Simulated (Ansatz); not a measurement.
Si (lonsdaleite), relaxed with r2SCAN in the PAW code Ansatz: it is hexagonal, P6_3/mmc (No. 194); conventional cell a = 3.832 Å, c = 6.341 Å, 20.16 Å³ an atom. Around Si lie 4 Si at 2.35–2.37 Å. It was then strained (isotropic on every length), atoms relaxed again within the symmetry left. Unstrained, HSE06 gives 0.972 eV (Γ → M, 6×6×4 mesh), and the band edges keep their places in every row. Stress is positive in compression. (Simulation; spin polarisation is off.)

Axes as in this cell:
```
Si
1.0
     3.83213    0.00000    0.00000
    -1.91606    3.31872    0.00000
     0.00000    0.00000    6.34122
Si
4
Direct
  0.33333 0.66667 0.00056
  0.66667 0.33333 0.50056
  0.33333 0.66667 0.37444
  0.66667 0.33333 0.87444
```

```csv
strain (%),ln(V/V₀),"ΔE_g, HSE06 (eV)","Δpressure, r2SCAN (GPa)"
-2.13,-0.0646,-0.156,+7.16
-1.03,-0.0311,-0.072,+3.21
-0.5,-0.0150,-0.034,+1.50
+3.0,+0.0887,+0.176,-7.10
```

(1) Fit ΔE_g = a x + b x² to these rows by least squares, with x = ln(V/V₀).

(2) Fit the change of pressure in the same way.

(3) Predict the withheld row at +1.5 % (x = +0.0447).

## Answers

(1) The normal equations take Σx² = 1.323e-02, Σx³ = 3.948e-04, Σx⁴ = 8.030e-05, ΣxΔE = 2.844e-02 and Σx²ΔE = 6.564e-04, and give a = +2.23 eV, b = -2.8 eV; the largest residual is 0.000 eV. a is the volume deformation potential of this gap.

(2) Δpressure = -97.8 x + (200) x² GPa. So B₀ = 97.8 GPa and B′ ≈ 2 × 200/97.8 = 4.1; two terms over so wide a range bias B₀ by a few per cent and B′ by more; the gap's pressure coefficient at zero is −a/B₀ = -23 meV/GPa, with HSE06's a and r2SCAN's B₀. With the axis ratios held, these aren't quite the hydrostatic values.

(3) ΔE_g ≈ +2.23 × (+0.0447) + (-2.8) × (+0.0447)² = +0.094 eV, and Δpressure ≈ -3.97 GPa. The runs give +0.094 eV and -3.93 GPa, off by 0.000 eV and +0.04 GPa.

The meshes of the hybrids are coarse, so their gaps aren't converged to the digits shown.
